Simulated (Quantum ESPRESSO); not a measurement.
# Sn (Im-3m) in Quantum ESPRESSO: notebook, part 3 of 4

Quantum ESPRESSO 7.5. Earlier steps stand in the parts before.

## (4) Phonon dispersion, PBE

The input, pw.in:

```
&CONTROL
  calculation = 'scf'
  prefix = 'pwscf'
  outdir = './tmp'
  pseudo_dir = './pseudo'
  tprnfor = .true.
  tstress = .true.
  disk_io = 'low'
/
&SYSTEM
  ibrav = 0
  nat = 1
  ntyp = 1
  ecutwfc = 68
  ecutrho = 544
  nbnd = 13
  occupations = 'smearing'
  smearing = 'mv'
  degauss = 0.01469973
/
&ELECTRONS
  conv_thr = 2d-10
  electron_maxstep = 120
  mixing_beta = 0.5
/
ATOMIC_SPECIES
Sn   118.7100 sn_pbe_v1.4.uspp.F.UPF
CELL_PARAMETERS angstrom
  -1.8946518192    1.8946518192    1.8946518192
   1.8946518192   -1.8946518192    1.8946518192
   1.8946518192    1.8946518192   -1.8946518192
ATOMIC_POSITIONS crystal
Sn     0.0000000000    0.0000000000    0.0000000000
K_POINTS automatic
10 10 10 0 0 0
```

The input, relax.in:

```
&CONTROL
  calculation = 'vc-relax'
  prefix = 'pwscf'
  outdir = './tmp'
  pseudo_dir = './pseudo'
  tprnfor = .true.
  tstress = .true.
  disk_io = 'low'
  nstep = 40
  forc_conv_thr = 0.0001
  etot_conv_thr = 1d-06
/
&SYSTEM
  ibrav = 0
  nat = 1
  ntyp = 1
  ecutwfc = 68
  ecutrho = 544
  nbnd = 13
  occupations = 'smearing'
  smearing = 'mv'
  degauss = 0.01469973
/
&ELECTRONS
  conv_thr = 2d-10
  electron_maxstep = 120
  mixing_beta = 0.5
/
&IONS
  ion_dynamics = 'bfgs'
/
&CELL
  cell_dynamics = 'bfgs'
  press = 0
  press_conv_thr = 0.2
/
ATOMIC_SPECIES
Sn   118.7100 sn_pbe_v1.4.uspp.F.UPF
CELL_PARAMETERS angstrom
  -1.8946518192    1.8946518192    1.8946518192
   1.8946518192   -1.8946518192    1.8946518192
   1.8946518192    1.8946518192   -1.8946518192
ATOMIC_POSITIONS crystal
Sn     0.0000000000    0.0000000000    0.0000000000
K_POINTS automatic
10 10 10 0 0 0
```

The input, scf2.in:

```
&CONTROL
  calculation = 'scf'
  prefix = 'pwscf'
  outdir = './tmp'
  pseudo_dir = './pseudo'
  tprnfor = .true.
  tstress = .true.
  disk_io = 'low'
/
&SYSTEM
  ibrav = 0
  nat = 1
  ntyp = 1
  ecutwfc = 68
  ecutrho = 544
  nbnd = 13
  occupations = 'smearing'
  smearing = 'mv'
  degauss = 0.01469973
/
&ELECTRONS
  conv_thr = 1d-13
  electron_maxstep = 120
  mixing_beta = 0.5
  startingpot = 'file'
  startingwfc = 'file'
/
ATOMIC_SPECIES
Sn   118.7100 sn_pbe_v1.4.uspp.F.UPF
CELL_PARAMETERS angstrom
  -1.8997539862    1.8997539862    1.8997539862
   1.8997539862   -1.8997539862    1.8997539862
   1.8997539862    1.8997539862   -1.8997539862
ATOMIC_POSITIONS crystal
Sn     0.0000000000    0.0000000000    0.0000000000
K_POINTS automatic
10 10 10 0 0 0
```

The input, ph.in:

```
phonon_bands of Sn
&INPUTPH
  prefix = 'pwscf'
  outdir = './tmp'
  tr2_ph = 1d-18
  fildyn = 'dyn'
  niter_ph = 90
  alpha_mix(1) = 0.4
  ldisp = .true.
  nq1 = 2
  nq2 = 2
  nq3 = 2
/
```

The input, q2r.in:

```
&INPUT
  fildyn = 'dyn'
  zasr = 'crystal'
  flfrc = 'fc'
/
```

The input, matdyn.in:

```
&INPUT
  asr = 'crystal'
  flfrc = 'fc'
  flfrq = 'freq'
  q_in_cryst_coord = .true.
  flvec = ' '
/
80
 0.0000000000  0.0000000000  0.0000000000
 0.0312500000 -0.0312500000  0.0312500000
 0.0625000000 -0.0625000000  0.0625000000
 0.0937500000 -0.0937500000  0.0937500000
 0.1250000000 -0.1250000000  0.1250000000
 0.1562500000 -0.1562500000  0.1562500000
 0.1875000000 -0.1875000000  0.1875000000
 0.2187500000 -0.2187500000  0.2187500000
 0.2500000000 -0.2500000000  0.2500000000
 0.2812500000 -0.2812500000  0.2812500000
 0.3125000000 -0.3125000000  0.3125000000
 0.3437500000 -0.3437500000  0.3437500000
 0.3750000000 -0.3750000000  0.3750000000
 0.4062500000 -0.4062500000  0.4062500000
 0.4375000000 -0.4375000000  0.4375000000
 0.4687500000 -0.4687500000  0.4687500000
 0.5000000000 -0.5000000000  0.5000000000
 0.4545454545 -0.4545454545  0.5000000000
 0.4090909091 -0.4090909091  0.5000000000
 0.3636363636 -0.3636363636  0.5000000000
 0.3181818182 -0.3181818182  0.5000000000
 0.2727272727 -0.2727272727  0.5000000000
 0.2272727273 -0.2272727273  0.5000000000
 0.1818181818 -0.1818181818  0.5000000000
 0.1363636364 -0.1363636364  0.5000000000
 0.0909090909 -0.0909090909  0.5000000000
 0.0454545455 -0.0454545455  0.5000000000
 0.0000000000  0.0000000000  0.5000000000
 0.0000000000  0.0000000000  0.4583333333
 0.0000000000  0.0000000000  0.4166666667
 0.0000000000  0.0000000000  0.3750000000
 0.0000000000  0.0000000000  0.3333333333
 0.0000000000  0.0000000000  0.2916666667
 0.0000000000  0.0000000000  0.2500000000
 0.0000000000  0.0000000000  0.2083333333
 0.0000000000  0.0000000000  0.1666666667
 0.0000000000  0.0000000000  0.1250000000
 0.0000000000  0.0000000000  0.0833333333
 0.0000000000  0.0000000000  0.0416666667
 0.0000000000  0.0000000000  0.0000000000
 0.0166666667  0.0166666667  0.0166666667
 0.0333333333  0.0333333333  0.0333333333
 0.0500000000  0.0500000000  0.0500000000
 0.0666666667  0.0666666667  0.0666666667
 0.0833333333  0.0833333333  0.0833333333
 0.1000000000  0.1000000000  0.1000000000
 0.1166666667  0.1166666667  0.1166666667
 0.1333333333  0.1333333333  0.1333333333
 0.1500000000  0.1500000000  0.1500000000
 0.1666666667  0.1666666667  0.1666666667
 0.1833333333  0.1833333333  0.1833333333
 0.2000000000  0.2000000000  0.2000000000
 0.2166666667  0.2166666667  0.2166666667
 0.2333333333  0.2333333333  0.2333333333
 0.2500000000  0.2500000000  0.2500000000
 0.2666666667  0.2000000000  0.2666666667
 0.2833333333  0.1500000000  0.2833333333
 0.3000000000  0.1000000000  0.3000000000
 0.3166666667  0.0500000000  0.3166666667
 0.3333333333  0.0000000000  0.3333333333
 0.3500000000 -0.0500000000  0.3500000000
 0.3666666667 -0.1000000000  0.3666666667
 0.3833333333 -0.1500000000  0.3833333333
 0.4000000000 -0.2000000000  0.4000000000
 0.4166666667 -0.2500000000  0.4166666667
 0.4333333333 -0.3000000000  0.4333333333
 0.4500000000 -0.3500000000  0.4500000000
 0.4666666667 -0.4000000000  0.4666666667
 0.4833333333 -0.4500000000  0.4833333333
 0.5000000000 -0.5000000000  0.5000000000
 0.2500000000  0.2500000000  0.2500000000
 0.2222222222  0.2222222222  0.2777777778
 0.1944444444  0.1944444444  0.3055555556
 0.1666666667  0.1666666667  0.3333333333
 0.1388888889  0.1388888889  0.3611111111
 0.1111111111  0.1111111111  0.3888888889
 0.0833333333  0.0833333333  0.4166666667
 0.0555555556  0.0555555556  0.4444444444
 0.0277777778  0.0277777778  0.4722222222
 0.0000000000  0.0000000000  0.5000000000
```

The input, matdyn_dos.in:

```
&INPUT
  asr = 'crystal'
  flfrc = 'fc'
  dos = .true.
  fldos = 'phdos'
  nk1 = 15
  nk2 = 15
  nk3 = 15
  deltaE = 0.5
  flvec = ' '
  flfrq = ' '
/
```

The input, matdyn_mesh.in:

```
&INPUT
  asr = 'crystal'
  flfrc = 'fc'
  flfrq = 'mesh'
  q_in_cryst_coord = .true.
  flvec = ' '
/
1000
 0.05000000  0.05000000  0.05000000
 0.05000000  0.05000000  0.15000000
 0.05000000  0.05000000  0.25000000
[... 997 further points of the even 10 x 10 x 10 mesh, shifted by half a step ...]
```

Potentials or basis: GBRV 1.5 PBE.

The run is started by

```bash
$ OMP_NUM_THREADS=1 pw.x -in pw.in > pw.out
$ OMP_NUM_THREADS=1 pw.x -in relax.in > relax.out
$ OMP_NUM_THREADS=1 pw.x -in scf2.in > scf2.out
$ OMP_NUM_THREADS=1 ph.x -in ph.in > ph.out
$ OMP_NUM_THREADS=1 q2r.x -in q2r.in > q2r.out
$ OMP_NUM_THREADS=1 matdyn.x -in matdyn.in > matdyn.out
$ OMP_NUM_THREADS=1 matdyn.x -in matdyn_dos.in > matdyn_dos.out
$ OMP_NUM_THREADS=1 matdyn.x -in matdyn_mesh.in > matdyn_mesh.out
```

pw.out:

```text
This program is part of the open-source Quantum ESPRESSO suite
     for quantum simulation of materials; please cite
         "P. Giannozzi et al., J. Phys.:Condens. Matter 21 395502 (2009);
         "P. Giannozzi et al., J. Phys.:Condens. Matter 29 465901 (2017);
         "P. Giannozzi et al., J. Chem. Phys. 152 154105 (2020);
     in publications or presentations arising from this work. More details at

     Message from routine setup:
     using ibrav=0 with symmetry is DISCOURAGED, use correct ibrav instead

     G-vector sticks info
     --------------------
     sticks:   dense  smooth     PW     G-vecs:    dense   smooth      PW
     Sum        1563     785    277                39327    13835    2899

     Using Slab Decomposition

     bravais-lattice index     =            0
     lattice parameter (alat)  =       6.2014  a.u.
     unit-cell volume          =     183.5882 (a.u.)^3
     number of atoms/cell      =            1
     number of atomic types    =            1
     number of electrons       =        14.00
     number of Kohn-Sham states=           13
     kinetic-energy cutoff     =      68.0000  Ry
     charge density cutoff     =     544.0000  Ry
     scf convergence threshold =      2.0E-10
     mixing beta               =       0.5000
     number of iterations used =            8  plain     mixing
     Exchange-correlation=  SLA  PW   PBX  PBC
                           (   1   4   3   4   0   0   0)

     celldm(1)=   6.201388  celldm(2)=   0.000000  celldm(3)=   0.000000
     celldm(4)=   0.000000  celldm(5)=   0.000000  celldm(6)=   0.000000

     crystal axes: (cart. coord. in units of alat)
               a(1) = (  -0.577350   0.577350   0.577350 )
[... 92 lines left out ...]

     iteration #  1     ecut=    68.00 Ry     beta= 0.50
     Davidson diagonalization with overlap
     ethr =  1.00E-02,  avg # of iterations =  7.6

     total energy              =    -158.97564575 Ry
     estimated scf accuracy    <       1.15112638 Ry
[... 19 lines left out ...]
     total energy              =    -159.24280012 Ry
     estimated scf accuracy    <       0.00031824 Ry

     iteration #  5     ecut=    68.00 Ry     beta= 0.50
     Davidson diagonalization with overlap
     c_bands:  1 eigenvalues not converged
     ethr =  2.27E-06,  avg # of iterations =  4.4

     total energy              =    -159.24290928 Ry
     estimated scf accuracy    <       0.00000965 Ry

     iteration #  6     ecut=    68.00 Ry     beta= 0.50
     Davidson diagonalization with overlap
     ethr =  6.89E-08,  avg # of iterations =  2.3
[... 60 lines left out ...]
     iteration # 15     ecut=    68.00 Ry     beta= 0.50
     Davidson diagonalization with overlap
     ethr =  2.52E-12,  avg # of iterations =  2.0

     End of self-consistent calculation

          k = 0.0000 0.0000 0.0000 (  1745 PWs)   bands (ev):

   -10.7253 -10.7253 -10.7253 -10.5884 -10.5884  -0.2191  18.8186  18.8186
    18.8186  23.1833  23.1834  23.1834  23.5501
[... 228 lines left out ...]
   -10.7453 -10.7453 -10.5249 -10.5249 -10.5249   8.3792  10.3892  10.3892
    10.3892  14.6974  14.6974  29.6669  31.5577

     the Fermi energy is    10.8423 ev

!    total energy              =    -159.24290522 Ry
     estimated scf accuracy    <          5.7E-11 Ry
     smearing contrib. (-TS)   =      -0.00026763 Ry
     internal energy E=F+TS    =    -159.24263759 Ry

     The total energy is F=E-TS. E is the sum of the following terms:
     one-electron contribution =     -53.75261604 Ry
     hartree contribution      =      37.10945858 Ry
     xc contribution           =     -42.98838540 Ry
     ewald contribution        =     -99.61109473 Ry

     convergence has been achieved in  15 iterations

     Forces acting on atoms (cartesian axes, Ry/au):

     atom    1 type  1   force =     0.00000000    0.00000000    0.00000000

     Total force =     0.000000     Total SCF correction =     0.000000

     Computing stress (Cartesian axis) and pressure

          total   stress  (Ry/bohr**3)                   (kbar)     P=        3.20
   0.00002174  -0.00000000  -0.00000000            3.20       -0.00       -0.00
  -0.00000000   0.00002174  -0.00000000           -0.00        3.20       -0.00
  -0.00000000  -0.00000000   0.00002174           -0.00       -0.00        3.20

=------------------------------------------------------------------------------=
   JOB DONE.
=------------------------------------------------------------------------------=
```

It took 14 min on 1 thread of Arm Neoverse V2, shared host; peak memory 0.19 GiB.

What came out:

| Property | Result |
| --- | --- |
| Free energy | -2166.6106 eV |
| Relaxed volume | 27.43 Å³/atom |
| Relaxed cell | a = 3.290 Å, b = 3.290 Å, c = 3.290 Å, α = 109.47°, β = 109.47°, γ = 109.47° |
| Space group after relaxing (to 0.05 Å) | Im-3m (No. 229) |
| Pressure after relaxing | 0.0 GPa |
| Band gap on the k mesh | none (metal or under the smearing width) |
| Highest phonon frequency | 102 cm⁻¹ |
| Zero-point energy | 0.009 eV/atom |

The path:
```csv
step,energy change (eV),largest force (eV/Å),pressure (GPa),volume (Å³)
1,0.0000,0.0000,0.32,27.20
2,-0.0001,0.0000,0.28,27.25
3,-0.0002,0.0000,0.19,27.30
4,-0.0002,0.0000,0.08,27.37
5,-0.0002,0.0000,0.00,27.43
```

Final structure:
```cif
data_structure
_symmetry_space_group_name_H-M 'P 1'
_symmetry_Int_Tables_number 1
_cell_length_a 3.2905
_cell_length_b 3.2905
_cell_length_c 3.2905
_cell_angle_alpha 109.471
_cell_angle_beta 109.471
_cell_angle_gamma 109.471
_cell_volume 27.43
loop_
_atom_site_label
_atom_site_type_symbol
_atom_site_fract_x
_atom_site_fract_y
_atom_site_fract_z
_atom_site_occupancy
Sn1 Sn 0.00000 0.00000 0.00000 1
```

Levels at points of the mesh, in eV from the Fermi level:
| k point | band 3 | band 4 | band 5 | band 6 | band 7 | band 8 | band 9 | band 10 | band 11 | band 12 |
| --- | --- | --- | --- | --- | --- | --- | --- | --- | --- | --- |
| (0.00, 0.00, 0.00) | -21.56 | -21.43 | -21.43 | -11.00 | 7.90 | 7.90 | 7.90 | 12.32 | 12.32 | 12.32 |
| (0.00, 0.00, -0.50) | -21.43 | -21.43 | -21.35 | -6.39 | -4.36 | 3.60 | 5.45 | 7.92 | 8.23 | 15.08 |
| (-0.50, -0.50, -0.50) | -21.37 | -21.37 | -21.37 | -2.51 | -0.44 | -0.44 | -0.44 | 3.86 | 3.86 | 18.77 |

Phonon frequencies in cm⁻¹ (negative: imaginary):
```csv
q point,frequencies
"(0.000, 0.000, 0.000)",0 0 0
"(0.219, -0.219, 0.219)",48 48 65
"(0.438, -0.438, 0.438)",99 99 100
"(0.273, -0.273, 0.500)",77 80 93
"(0.000, 0.000, 0.458)",5 35 79
"(0.000, 0.000, 0.167)",2 18 40
"(0.050, 0.050, 0.050)",8 8 30
"(0.167, 0.167, 0.167)",20 20 63
"(0.283, 0.150, 0.283)",14 46 46
"(0.400, -0.200, 0.400)",69 86 86
"(0.250, 0.250, 0.250)",35 35 35
"(0.056, 0.056, 0.444)",-4 36 77
```

Phonon frequencies at the corners of the path (cm⁻¹, interpolated; i marks imaginary ones):
| point | frequencies |
| --- | --- |
| Γ | 0 0 0 |
| H | 102 102 102 |
| N | 5 36 80 |
| P | 35 35 35 |

Phonon states per cell in windows of 5 cm⁻¹ (negative: imaginary):
| from (cm⁻¹) | total |
| --- | --- |
| -5 | 0.01 |
| 0 | 0.04 |
| 5 | 0.18 |
| 10 | 0.15 |
| 15 | 0.12 |
| 20 | 0.12 |
| 25 | 0.14 |
| 30 | 0.18 |
| 35 | 0.22 |
| 40 | 0.16 |
| 45 | 0.14 |
| 50 | 0.14 |
| 55 | 0.15 |
| 60 | 0.19 |
| 65 | 0.22 |
| 70 | 0.22 |
| 75 | 0.22 |
| 80 | 0.16 |
| 85 | 0.11 |
| 90 | 0.08 |
| 95 | 0.05 |
| 100 | 0.00 |

Harmonic thermodynamics per atom at this volume (zero-point energy 9.5 meV, Debye temperature from the second moment 106 K):
| T (K) | free energy (meV) | entropy (k_B) | heat capacity Cv (k_B) |
| --- | --- | --- | --- |
| 50 | 3.8 | 2.74 | 2.45 |
| 100 | -12.3 | 4.60 | 2.84 |
| 200 | -61.6 | 6.62 | 2.96 |
| 298.15 | -122.9 | 7.80 | 2.98 |
| 500 | -273.2 | 9.35 | 2.99 |
| 800 | -534.4 | 10.75 | 3.00 |

Caveat: the q mesh is small, so phonon branches between its points and thermal values are rough.

## (5) Phonon dispersion, PBEsol

Edit pw.in of step 4 so:

```diff
@@ -26,3 +26,3 @@
 ATOMIC_SPECIES
-Sn   118.7100 sn_pbe_v1.4.uspp.F.UPF
+Sn   118.7100 sn_pbesol_v1.4.uspp.F.UPF
 CELL_PARAMETERS angstrom
```

Edit relax.in of step 4 so:

```diff
@@ -37,3 +37,3 @@
 ATOMIC_SPECIES
-Sn   118.7100 sn_pbe_v1.4.uspp.F.UPF
+Sn   118.7100 sn_pbesol_v1.4.uspp.F.UPF
 CELL_PARAMETERS angstrom
```

Edit scf2.in of step 4 so:

```diff
@@ -28,7 +28,7 @@
 ATOMIC_SPECIES
-Sn   118.7100 sn_pbe_v1.4.uspp.F.UPF
+Sn   118.7100 sn_pbesol_v1.4.uspp.F.UPF
 CELL_PARAMETERS angstrom
-  -1.8997539862    1.8997539862    1.8997539862
-   1.8997539862   -1.8997539862    1.8997539862
-   1.8997539862    1.8997539862   -1.8997539862
+  -1.8602210633    1.8602210633    1.8602210633
+   1.8602210633   -1.8602210633    1.8602210633
+   1.8602210633    1.8602210633   -1.8602210633
 ATOMIC_POSITIONS crystal
```

ph.in is that of step 4.

q2r.in is that of step 4.

matdyn.in is that of step 4.

matdyn_dos.in is that of step 4.

matdyn_mesh.in is that of step 4.

Potentials or basis: GBRV 1.5 PBEsol.

The run is started by

```bash
$ OMP_NUM_THREADS=1 pw.x -in pw.in > pw.out
$ OMP_NUM_THREADS=1 pw.x -in relax.in > relax.out
$ OMP_NUM_THREADS=1 pw.x -in scf2.in > scf2.out
$ OMP_NUM_THREADS=1 ph.x -in ph.in > ph.out
$ OMP_NUM_THREADS=1 q2r.x -in q2r.in > q2r.out
$ OMP_NUM_THREADS=1 matdyn.x -in matdyn.in > matdyn.out
$ OMP_NUM_THREADS=1 matdyn.x -in matdyn_dos.in > matdyn_dos.out
$ OMP_NUM_THREADS=1 matdyn.x -in matdyn_mesh.in > matdyn_mesh.out
```

pw.out:

```text
This program is part of the open-source Quantum ESPRESSO suite
     for quantum simulation of materials; please cite
[... 9 lines left out ...]
     --------------------
     sticks:   dense  smooth     PW     G-vecs:    dense   smooth      PW
     Sum        1563     785    277                39327    13835    2899

     Using Slab Decomposition

     bravais-lattice index     =            0
     lattice parameter (alat)  =       6.2014  a.u.
     unit-cell volume          =     183.5882 (a.u.)^3
     number of atoms/cell      =            1
     number of atomic types    =            1
     number of electrons       =        14.00
     number of Kohn-Sham states=           13
     kinetic-energy cutoff     =      68.0000  Ry
     charge density cutoff     =     544.0000  Ry
     scf convergence threshold =      2.0E-10
     mixing beta               =       0.5000
     number of iterations used =            8  plain     mixing
     Exchange-correlation= SLA  PW   PSX  PSC
[... 165 lines left out ...]
     Davidson diagonalization with overlap
     ethr =  1.95E-11,  avg # of iterations =  2.0

     End of self-consistent calculation

          k = 0.0000 0.0000 0.0000 (  1745 PWs)   bands (ev):

   -10.7896 -10.7896 -10.7896 -10.6508 -10.6508  -0.3933  18.6366  18.6366
    18.6366  23.0194  23.0194  23.0194  23.4073
[... 228 lines left out ...]
   -10.8099 -10.8099 -10.5871 -10.5871 -10.5871   8.1877  10.2231  10.2231
    10.2231  14.5372  14.5372  29.5109  31.0046

     the Fermi energy is    10.6728 ev

!    total energy              =    -158.91665244 Ry
     estimated scf accuracy    <          1.2E-11 Ry
     smearing contrib. (-TS)   =      -0.00027302 Ry
     internal energy E=F+TS    =    -158.91637943 Ry

     The total energy is F=E-TS. E is the sum of the following terms:
     one-electron contribution =     -53.82379636 Ry
     hartree contribution      =      37.05592290 Ry
     xc contribution           =     -42.53741123 Ry
     ewald contribution        =     -99.61109473 Ry

     convergence has been achieved in  10 iterations

     Forces acting on atoms (cartesian axes, Ry/au):

     atom    1 type  1   force =     0.00000000    0.00000000    0.00000000

     Total force =     0.000000     Total SCF correction =     0.000000

     Computing stress (Cartesian axis) and pressure

          total   stress  (Ry/bohr**3)                   (kbar)     P=      -24.77
  -0.00016836   0.00000000   0.00000000          -24.77        0.00        0.00
   0.00000000  -0.00016836   0.00000000            0.00      -24.77        0.00
   0.00000000   0.00000000  -0.00016836            0.00        0.00      -24.77

=------------------------------------------------------------------------------=
   JOB DONE.
=------------------------------------------------------------------------------=
```

It took 8.1 min on 1 thread of Arm Neoverse V2, shared host; peak memory 0.19 GiB.

What came out:

- Free energy: -2162.1803 eV
- Relaxed volume: 25.75 Å³/atom
- Relaxed cell: a = 3.222 Å, b = 3.222 Å, c = 3.222 Å, α = 109.47°, β = 109.47°, γ = 109.47°
- Space group after relaxing (to 0.05 Å): Im-3m (No. 229)
- Pressure after relaxing: 0.2 GPa
- Band gap on the k mesh: none (metal or under the smearing width)
- Highest phonon frequency: 111 cm⁻¹
- Zero-point energy: 0.011 eV/atom

Step by step:
```csv
step,energy change (eV),largest force (eV/Å),pressure (GPa),volume (Å³)
1,0.0000,0.0000,-2.48,27.20
2,-0.0047,0.0000,-2.00,26.86
3,-0.0097,0.0000,-1.15,26.36
4,-0.0120,0.0000,0.09,25.70
5,-0.0120,0.0000,0.00,25.75
```

Final structure:
```
CELL_PARAMETERS angstrom
-1.86022 1.86022 1.86022
1.86022 -1.86022 1.86022
1.86022 1.86022 -1.86022
ATOMIC_POSITIONS crystal
Sn 0.00000 0.00000 0.00000
```

Phonon frequencies in cm⁻¹ (negative: imaginary):
```csv
q point,frequencies
"(0.000, 0.000, 0.000)",0 0 0
"(0.219, -0.219, 0.219)",51 51 80
"(0.438, -0.438, 0.438)",107 107 110
"(0.273, -0.273, 0.500)",84 87 107
"(0.000, 0.000, 0.458)",8 37 101
"(0.000, 0.000, 0.167)",4 18 51
"(0.050, 0.050, 0.050)",9 9 38
"(0.167, 0.167, 0.167)",31 31 82
"(0.283, 0.150, 0.283)",31 64 64
"(0.400, -0.200, 0.400)",73 99 99
"(0.250, 0.250, 0.250)",53 53 53
"(0.056, 0.056, 0.444)",10 39 99
```

Phonon frequencies at the corners of the path (cm⁻¹, interpolated; i marks imaginary ones):
| point | frequencies |
| --- | --- |
| Γ | 0 0 0 |
| H | 111 111 111 |
| N | 8 37 102 |
| P | 53 53 53 |

Phonon states per cell in windows of 5 cm⁻¹ (negative: imaginary):
| from (cm⁻¹) | total |
| --- | --- |
| 0 | 0.00 |
| 5 | 0.03 |
| 10 | 0.13 |
| 15 | 0.20 |
| 20 | 0.16 |
| 25 | 0.13 |
| 30 | 0.13 |
| 35 | 0.16 |
| 40 | 0.16 |
| 45 | 0.15 |
| 50 | 0.14 |
| 55 | 0.12 |
| 60 | 0.11 |
| 65 | 0.11 |
| 70 | 0.11 |
| 75 | 0.13 |
| 80 | 0.17 |
| 85 | 0.19 |
| 90 | 0.20 |
| 95 | 0.21 |
| 100 | 0.17 |
| 105 | 0.08 |
| 110 | 0.00 |

Harmonic thermodynamics per atom at this volume (zero-point energy 11.1 meV, Debye temperature from the second moment 124 K):
```csv
T (K),free energy (meV),entropy (k_B),heat capacity Cv (k_B)
50,6.6,2.32,2.29
100,-7.6,4.10,2.78
200,-52.4,6.10,2.94
298.15,-109.4,7.28,2.97
500,-250.6,8.82,2.99
800,-498.3,10.23,3.00
```

Caveat: the q mesh is small, so phonon branches between its points and thermal values are rough.

(Continued in part 4 of 4.)
